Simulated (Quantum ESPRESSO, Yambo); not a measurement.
An input for Quantum ESPRESSO 7.5 (WSe2):

```
&control
  calculation = 'scf'
  prefix = 'x'
  outdir = 'o'
  pseudo_dir = 'pseudo'
  tprnfor = .true.
  tstress = .true.
/
&system
  ibrav = 0
  nat = 3
  ntyp = 2
  ecutwfc = 104.0
  nbnd = 36
  force_symmorphic = .true.
/
&electrons
  conv_thr = 1e-10
  electron_maxstep = 80
  mixing_beta = 0.5
/
ATOMIC_SPECIES
  W 183.84 W.upf
  Se 78.971 Se.upf
CELL_PARAMETERS angstrom
  3.3222559207 -0.0000000002 0.0000000000
  -1.6611279602 2.8771580253 0.0000000000
  0.0000000000 0.0000000000 16.0000000000
ATOMIC_POSITIONS crystal
  W 0.3333333333 0.6666666667 0.5000000000
  Se 0.6666666667 0.3333333333 0.6049054918
  Se 0.6666666667 0.3333333333 0.3950945082
K_POINTS automatic
  12 12 1 0 0 0
```

```sh
OMP_NUM_THREADS=1 mpirun -n 8 pw.x -nk 8 -in pw.in > pw.out
```

**Question.** Estimate wall time and host memory on 8 MPI ranks of Arm Neoverse V2, shared host.

It took 37 s; on shared hardware allow 18 s to 73 s. Peak host memory was 1.6 GiB.

[Paths, hosts, dates, memory and timing lines, banners, echoed tables and standing remarks are left out of the program output.]

[Logs are printed without paths, hosts, clocks, repeated set-up lines and the standing remarks that a program may print on its own settings, such as how far it seeks lower states.]

[Runs of the session that timed out or met a known fault of the program may be left out.]

[Hosts, paths, dates, database ids (printed as entryN), source tags and the programs' standing remarks are cut or masked in the printed files.]
